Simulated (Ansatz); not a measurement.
**GaN: response to strain**

GaN is deformed so: zz strain of -1 %. What stress and forces result, by LAPW, PAW and all-electron datasets made for the crystal?

Computed with Ansatz 0.2.0 (DFT PBE, scalar-relativistic, unless a step's input says otherwise).

## (1) The structure to begin with

It takes space group Fm-3m (No. 225, cubic). Conventional cell: a = 3.985 Å, b = 3.985 Å, c = 3.985 Å, α = 90.00°, β = 90.00°, γ = 90.00°. Ga (site symmetry m-3m) is surrounded by 6 N at 1.99 Å. N (site symmetry m-3m) has 6 Ga at 1.99 Å as nearest neighbours.

Coordinates:

```cif
data_structure
_symmetry_space_group_name_H-M 'P 1'
_symmetry_Int_Tables_number 1
_cell_length_a 2.8178
_cell_length_b 2.8178
_cell_length_c 2.8178
_cell_angle_alpha 60.000
_cell_angle_beta 60.000
_cell_angle_gamma 60.000
_cell_volume 15.82
loop_
_atom_site_label
_atom_site_type_symbol
_atom_site_fract_x
_atom_site_fract_y
_atom_site_fract_z
_atom_site_occupancy
Ga1 Ga 0.50000 0.50000 0.50000 1
N1 N 0.00000 0.00000 0.00000 1
```

Atoms are numbered in the order of the input: Ga1, N2.

## (2) The deformed structure

Space group Fm-3m before, I4/mmm after.

## (3) LAPW, all electrons

The input, input.yaml:

```yaml
crystal:
  lattice:
    - [0.0, 1.9925, 1.972575]
    - [1.9925, 0.0, 1.972575]
    - [1.9925, 1.9925, 0.0]
  atoms:
    - { symbol: Ga, position: [0.5, 0.5, 0.5] }
    - { symbol: "N", position: [0.0, 0.0, 0.0] }
kpoints:
  mp_grid: { grid: [13, 13, 13] }
  band_path:
    path:
      - [0.0, 0.0, 0.0]
      - [0.0, 0.5, 0.5]
      - [0.25, 0.75, 0.5]
      - [0.0, 0.5, 0.0]
      - [0.0, 0.0, 0.0]
      - [0.5, 0.5, 0.0]
      - [0.3775380063, 0.6224619937, 0.0]
      - [-0.3775380063, 0.3775380063, 0.0]
      - [0.0, 0.0, 0.0]
    npoints: 5
scf:
  occupations: { method: fermi_dirac, width: 0.02 }
hamiltonian:
  xc: pbe
  pseudopotentials: { kind: all_electron, lapw: { basis_error: 0.001 } }
output:
  forces: true
  stress: true
  eigenvalues: true
```

Launch:

```
$ ansatz run input.yaml --threads 1 --pin off --max-ram 3072MiB --backend cpu --events-out ev --progress --plain --runs-dir out
```

## (4) Frozen-core PAW

The input, input.yaml:

```yaml
crystal:
  lattice:
    - [0.0, 1.9925, 1.972575]
    - [1.9925, 0.0, 1.972575]
    - [1.9925, 1.9925, 0.0]
  atoms:
    - { symbol: Ga, position: [0.5, 0.5, 0.5] }
    - { symbol: "N", position: [0.0, 0.0, 0.0] }
kpoints:
  mp_grid: { grid: [13, 13, 13] }
scf:
  occupations: { method: fermi_dirac, width: 0.02 }
hamiltonian:
  xc: pbe
  pseudopotentials: { kind: paw }
output:
  forces: true
  stress: true
  eigenvalues: true
  efg: { contact_densities: true }
```

## (5) All-electron PAW on datasets made for the crystal

Changes to input.yaml since step 4:

```diff
@@ -14,3 +14,3 @@
   xc: pbe
-  pseudopotentials: { kind: paw }
+  pseudopotentials: { kind: all_electron, datasets: crystal }
 output:
```

(Steps that only read results are left out.)

Q: Predict the outcome of this session. Wanted: pressure; largest shear or deviatoric stress.

As calculated:

| quantity | value |
| --- | --- |
| pressure | LAPW 74.16, PAW 74.19, crystal datasets 74.15 GPa |
| largest shear or deviatoric stress (LAPW) | 3.69 GPa |

In words: The largest part of the stress beyond the pressure is 3.69 GPa in size, in the zz component; the atoms are carried along and not relaxed. No run of the undeformed cell stands beside it, so the pressure holds what the given cell had before the change. PAW: stress within 0.05 GPa of LAPW. Crystal datasets: stress within 0.01 GPa of LAPW.
